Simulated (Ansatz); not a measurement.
# What a change of settings does to a run on BP

The structure comes from a relaxation in the same program, started in the WC type, and has space group P-6m2. Whether it is a known phase or the ground state wasn't checked.

First run: DFT, PBE, all-electron LAPW, scalar-relativistic (Ansatz 0.2.0).

Command: `ansatz run input.yaml --threads 1 --pin off --max-ram 2048MiB --backend cpu --events-out ev --progress --plain --runs-dir out` The run took 17 s on 1 thread of Intel(R) Xeon(R) Platinum 8259CL CPU @ 2.50GHz (Skylake/Cascade Lake), with other jobs on the host, peak memory 0.31 GiB.

```yaml
crystal:
  lattice:
    - [3.0095726219, 0.0, 0.0]
    - [-1.5047863109, 2.6063663451, 0.0]
    - [0.0, 0.0, 2.6617970824]
  atoms:
    - { symbol: B, position: [0.0, 0.0, 0.0] }
    - { symbol: P, position: [0.3333333333, 0.6666666667, 0.5] }
kpoints:
  mp_grid: { grid: [13, 13, 11] }
  band_path:
    path:
      - [0.0, 0.0, 0.0]
      - [0.5, 0.0, 0.0]
      - [0.3333333333, 0.3333333333, 0.0]
      - [0.0, 0.0, 0.0]
      - [0.0, 0.0, 0.5]
      - [0.5, 0.0, 0.5]
      - [0.3333333333, 0.3333333333, 0.5]
      - [0.0, 0.0, 0.5]
      - [0.5, 0.0, 0.5]
    npoints: 14
scf:
  occupations: { method: fermi_dirac, width: 0.08 }
hamiltonian:
  xc: pbe
  pseudopotentials: { kind: all_electron, lapw: { basis_error: 0.0005 } }
output:
  forces: true
  stress: true
  eigenvalues: true
  fatbands: true
  populations: true
  dos: { projected: true, de: 0.2, e_range: [-14, 8] }
```

Result: converged; pressure 0.03 GPa; no gap on the k mesh; 6 SCF iterations.

A second run of a changed input logged this at its end:

```
  P = ⅓ Tr σ = 83.0131 GPa (830.131 kbar)
--- Band table (eV) ---
  k-point 0: bands = ["-159.7306", "-155.3495", "-105.7963", "-105.7913", "-105.7913", "-3.8051", "12.3528", "12.3528", "12.5609", "16.8785", "16.8785", "17.7527", "18.0820"]
--- Löwdin populations: 2 sites ---
  site symbol       q [e]
     0      B      5.6283
     1      P     14.3068
  spilling = 0.003246 (of n_electrons = 20.000000)
```

Problem. What was wrong with the input?

Solution. One k-point for a small cell, by this change (others could give a like log):
```diff
@@ -8,5 +8,5 @@
     - { symbol: P, position: [0.3333333333, 0.6666666667, 0.5] }
 kpoints:
-  mp_grid: { grid: [13, 13, 11] }
+  mp_grid: { grid: [1, 1, 1] }
   band_path:
     path:
@@ -23,4 +23,5 @@
 scf:
   occupations: { method: fermi_dirac, width: 0.08 }
+  max_iter: 60
 hamiltonian:
   xc: pbe
@@ -30,6 +31,4 @@
   stress: true
   eigenvalues: true
-  fatbands: true
   populations: true
-  dos: { projected: true, de: 0.2, e_range: [-14, 8] }
```
